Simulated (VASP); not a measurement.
Write the native input for VASP 6.6.1 that does the following.

```yaml
Task: vibrations by finite differences
Functional: PBE
Potentials_or_basis: VASP PAW PBE potentials, release 64 (Al, N)
Cutoff: 520 eV
k_mesh: 12 × 12 × 6
Occupations: gaussian, width 1 eV
Spin: no spin polarisation
Ions_in_elastic_constants: relaxed
Further_INCAR_settings: ALGO = Normal; EDIFF = 1e-08; NBANDS = 16; IBRION = 6; POTIM = 0.015; NSW = 1; ISIF = 3
```

The structure of AlN lies in POSCAR:

```
AlN                                     
1.0
    3.1285810130      0.0000000000      0.0000000000
   -1.5642905065      2.7094306331      0.0000000000
    0.0000000000      0.0000000000      5.0164747216
  Al              N             
     2     2
Direct
     0.3333333300000021    0.6666666699999979    0.9992574653659787
     0.6666666699999979    0.3333333300000021    0.4992574653659787
     0.3333333300000021    0.6666666699999979    0.3807425346340239
     0.6666666699999979    0.3333333300000021    0.8807425346340239
```

One way to write it, as run:

INCAR

```
  ALGO = Normal
  EDIFF = 1E-8
  ENCUT = 520
  GGA = PE
  IBRION = 6
  ISIF = 3
  ISMEAR = 0
  KPAR = 4
  LASPH = True
  LCHARG = False
  LREAL = False
  LWAVE = False
  NBANDS = 16
  NELM = 60
  NFREE = 2
  NSW = 1
  POTIM = 0.015
  PREC = Accurate
  SIGMA = 1.0
```

KPOINTS

```
k-points
0
Gamma
  12 12 6
```

Potentials or basis: VASP PAW PBE potentials, release 64 (Al, N).

Launch:

```sh
$ cat potpaw_PBE.64/Al/POTCAR potpaw_PBE.64/N/POTCAR > POTCAR
$ mpirun -np 4 vasp_std > vasp.out
```

Results of the run:

- Voigt bulk modulus: 195 GPa
- Highest phonon frequency at Γ, LO-TO splitting left out: 707 cm⁻¹

It took 9.3 min on 4 MPI ranks on Intel(R) Xeon(R) Platinum 8259CL CPU @ 2.50GHz (Skylake/Cascade Lake), with other jobs on the host, peak memory 0.51 GiB a rank.
